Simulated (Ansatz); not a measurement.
The cell comes from COD entry 1010282, which wasn't checked; take it as a given geometry. It is an old determination, and later ones may differ. The listed cell was then made from it by scaling, straining or moving an atom.

Si$_{2}$Mo: DFT, PBEsol, all-electron PAW with datasets made for the crystal, scalar-relativistic (Ansatz 0.2.0). What sets it apart from a plain run of this crystal: equal xy, yz and zx engineering shear strains of +2 %.

Command: `ansatz run input.yaml --threads 1 --pin off --max-ram 4096MiB --backend cpu --events-out ev --progress --plain --runs-dir out` The run took 2.1 min on 1 thread of Arm Neoverse V1, on a shared host, peak memory 1.8 GiB.

```yaml
crystal:
  lattice:
    - [-1.544695, 1.623305, 3.9305]
    - [1.623305, -1.544695, 3.9305]
    - [1.576695, 1.576695, -3.8985]
  atoms:
    - { symbol: Si, position: [0.333, 0.333, 0.0] }
    - { symbol: Si, position: [0.667, 0.667, 0.0] }
    - { symbol: Mo, position: [0.0, 0.0, 0.0] }
kpoints:
  mp_grid: { grid: [16, 16, 16] }
scf:
  occupations: { method: fermi_dirac, width: 0.08 }
hamiltonian:
  xc: pbesol
  pseudopotentials: { kind: all_electron, datasets: crystal }
output:
  forces: true
  stress: true
  eigenvalues: true
  efg: { contact_densities: true }
```

Output (standing set-up lines are left out):

```
hamiltonian.pseudopotentials.datasets: crystal makes datasets for this crystal and solves the spheres of its atoms anew in each pass: cutoff 300.0 eV, the density's 1200.0 eV; for an error of 0.50 meV an atom under PBE, 1.5 meV for the cell; an energy difference from a run of another recipe may be off by several times the error for the cell, under r2SCAN by more, where some 0.1 meV an atom stays at smaller errors; Si in spheres of 1.217 Å, 4 of its electrons in bands, 8 on its site; Mo in spheres of 1.376 Å, 6 of its electrons in bands, 8 on its site; only band paths and densities of states list, in semicore columns, the levels of the semicore shells that are solved separately: 2s of Si, 2p of Si, 4s of Mo, 4p of Mo
Pseudopotential: Si, paw, valence charge 12, recommended cutoff 300 eV (normal), Koelling and Harmon's equation, gaussian nucleus
Crystal: 3 atoms, lattice volume = 40.236 Å³
Basis set: ecut = 300 eV, 473 PW (Γ), exchange–correlation on 54×54×54 points (8 copies of the dense FFT grid, shifted against one another)
Symmetry: 4 space group operations
Space group: C2/m (ITA 12), of the structure as read, at distance tolerance 3.4e-5 Å
k-points: 1098 of 4096
PAW one-centre angular grid: Si, 110 points (default); XC on its mesh's 1961 points in the sphere
iter 1 solved again at ethr=2.88e-2 eV; its pass at ethr=1.00e-1 eV (dr2=4.03e0 eV) is discarded
SCF iter   1: F=—  HF=-125878.031849 eV  |F-HF|=—  |Δ(HF+E_count)|=         —  Δρ=9.85e-2  dr2=5.18e0  ethr=2.88e-2  ⟨swp⟩=2.9  Hψ=77344  notcnv=0
preconditioner: auto → Kerker (q_TF=auto, 2.288 Å⁻¹)  [metal: Δε(μ)=0.013 eV  Ē_g=8.070 eV  σ=0.080 eV  W_gap=0.04  n_scr=10 (ndim 8)  ℏωp=21.9 eV  f_vac=0.000  D(μ)=0.60/eV (n_scr^D=2)]
SCF iter   2: F=—  HF=-125877.207754 eV  |F-HF|=—  |Δ(HF+E_count)|=   8.24e-1  Δρ=4.02e-2  dr2=6.89e-1  ethr=2.88e-2  ⟨swp⟩=2.0  Hψ=24191  notcnv=0  defer=4
SCF iter   3: F=—  HF=-125877.056703 eV  |F-HF|=—  |Δ(HF+E_count)|=   1.51e-1  Δρ=1.68e-2  dr2=2.22e-1  ethr=4.92e-3  ⟨swp⟩=3.3  Hψ=33334  notcnv=0  defer=8
SCF iter   4: F=—  HF=-125877.029263 eV  |F-HF|=—  |Δ(HF+E_count)|=   2.74e-2  Δρ=1.18e-2  dr2=8.84e-2  ethr=1.59e-3  ⟨swp⟩=3.1  Hψ=40741  notcnv=0  defer=13
SCF iter   5: F=—  HF=-125877.013129 eV  |F-HF|=—  |Δ(HF+E_count)|=   1.61e-2  Δρ=4.69e-3  dr2=1.50e-2  ethr=6.32e-4  ⟨swp⟩=2.0  Hψ=23844  notcnv=0  defer=35
iter 6 solved again at ethr=1.19e-6 eV; its pass at ethr=1.07e-4 eV (dr2=1.66e-4 eV) is discarded
SCF iter   6: F=—  HF=-125877.011416 eV  |F-HF|=—  |Δ(HF+E_count)|=   1.71e-3  Δρ=6.25e-4  dr2=1.43e-4  ethr=1.19e-6  ⟨swp⟩=3.0  Hψ=58168  notcnv=0  defer=24
eigensolver tolerance schedule: the retry pair's looser diagonalisation over-reported the residual by 0.16 of it (diagonalisation noise at 0.16 of the residual, at the tolerance the schedule requests for it); recorded, not acted on — ethr = c·dr2/N_el stays at c = 1.0e-1
SCF iter   7: F=—  HF=-125877.011363 eV  |F-HF|=—  |Δ(HF+E_count)|=   5.29e-5  Δρ=2.41e-4  dr2=2.16e-5  ethr=1.02e-6  ⟨swp⟩=2.0  Hψ=20089  notcnv=0  defer=9
SCF iter   8: F=—  HF=-125877.011353 eV  |F-HF|=—  |Δ(HF+E_count)|=   1.06e-5  Δρ=6.79e-5  dr2=2.21e-6  ethr=1.54e-7  ⟨swp⟩=2.4  Hψ=20629  notcnv=0  defer=6
SCF iter   9: F=—  HF=-125877.011352 eV  |F-HF|=—  |Δ(HF+E_count)|=   5.11e-7  Δρ=1.20e-5  dr2=1.07e-7  ethr=1.58e-8  ⟨swp⟩=3.2  Hψ=25544  notcnv=0  defer=4
SCF iter  10: F=-125877.011352 eV  HF=-125877.011352 eV  |F-HF|=1.86e-9  |Δ(HF+E_count)|=   1.67e-8  Δρ=1.78e-6  dr2=2.22e-9  ethr=7.63e-10  ⟨swp⟩=3.0  Hψ=22924  notcnv=0  defer=3
SCF 1 converged in 10 iterations: F = -125877.011354 eV  dr2 = 2.22e-9
  Residual-converged pass: ⟨swp⟩=4.0  Hψ=30964  notcnv=0  max |occ|·‖R‖ = 6.4e-6 eV (tolerance 6.5e-6 eV)  dr2=1.54e-9  dr2_onsite=1.21e-9  max |Δocc| = 8.2e-9
  greatest PAW one-centre occupation: 0.465 electrons in one spin orbital (limit 2), on the Mo atom at site 2 (counted from 0), in its partial waves of l = 2
SCF converged after 10 iterations
Free energy (F): -125877.011354 eV
Harris-Foulkes:  -125877.011354 eV  (|F-HF|=1.86e-9)
Internal energy: -125877.004930 eV  (E = F + TS)
E sigma→0 (E₀):  -125877.008142 eV
Entropy (-TS):   -0.006424 eV (-2.141 meV/atom)
Past the cutoff: the bands carry plane waves up to 1.75 times it, of which those up to 1.5 times it add -0.000088 eV an atom, each by itself; the spheres take 0.000042 eV an atom off the energy for waves past 1.75 times it
By the cutoff:   a pressure is off by up to 0.006 GPa (1.2 times the spheres' own share and the shells' term, over an atom's volume, and 0.004 GPa: a bound that held against runs at twice the plane waves)
Past the cutoffs: a stress includes 0.0023 GPa for waves and charges beyond them, in addition to the slope of what the spheres take
In the spheres:  the bands' charges fall short by 9.0e-7 e at most (sound up to 1e-3), those of shells solved beside the bands by 6.7e-6 e (sound up to 5e-4)
Fermi energy:    18.021177 eV
--- Per-component energies (eV) ---
  The terms above E_closure are by the made datasets' own strengths, without shells solved beside the bands.
--- Forces (eV/Å), atoms counted from 1 ---
  atom   1  Si     0.00834844     0.00834844     0.31910945
  atom   2  Si    -0.00834844    -0.00834844    -0.31910945
  atom   3  Mo    -0.00000000     0.00000000     0.00000000
  max |Σ_I F_I| component: 8.20e-29 eV/Å
--- Stress (GPa, compression-positive) ---
       -1.959966      -3.676859      -3.846384
       -3.676859      -1.959966      -3.846384
       -3.846384      -3.846384      -3.274582
  P = ⅓ Tr σ = -2.3982 GPa (-23.982 kbar)
  It holds what live shells' own plane waves past their cutoff add
--- PAW observables at the nuclei: V_zz in 10²¹ V/m², potentials from the cell's mean, atoms counted from 1 ---
  atom   1  Si V_zz =    -1.234073   η = 0.7372   by run symmetry: allowed
            electrostatic potential = -1366.671538 V   contact ρ = 12770.246421 e/Å³
  atom   2  Si V_zz =    -1.234073   η = 0.7372   by run symmetry: allowed
            electrostatic potential = -1366.671538 V   contact ρ = 12770.246421 e/Å³
  atom   3  Mo V_zz =    -6.274706   η = 0.4921   by run symmetry: allowed
            electrostatic potential = -6356.072666 V   contact ρ = 594347.005356 e/Å³
--- Band table (eV; the first three rows and the last of 1098) ---
  k-point 0: bands = ["4.5793", "11.6855", "14.5813", "14.9309", "15.2946", "15.5168", "18.4439", "21.0375", "21.0925", "21.7222"]
  k-point 1: bands = ["4.6975", "11.7902", "14.1872", "14.8622", "15.1102", "15.9483", "17.9649", "20.7169", "21.3148", "21.5383"]
  k-point 2: bands = ["5.0456", "12.0757", "13.6378", "14.2493", "15.1647", "16.5089", "16.9143", "20.2767", "21.5137", "21.5939"]
  k-point 1097: bands = ["6.4084", "8.0341", "14.5018", "15.7336", "17.3379", "17.4279", "17.5359", "17.6119", "18.5802", "22.6518"]
```
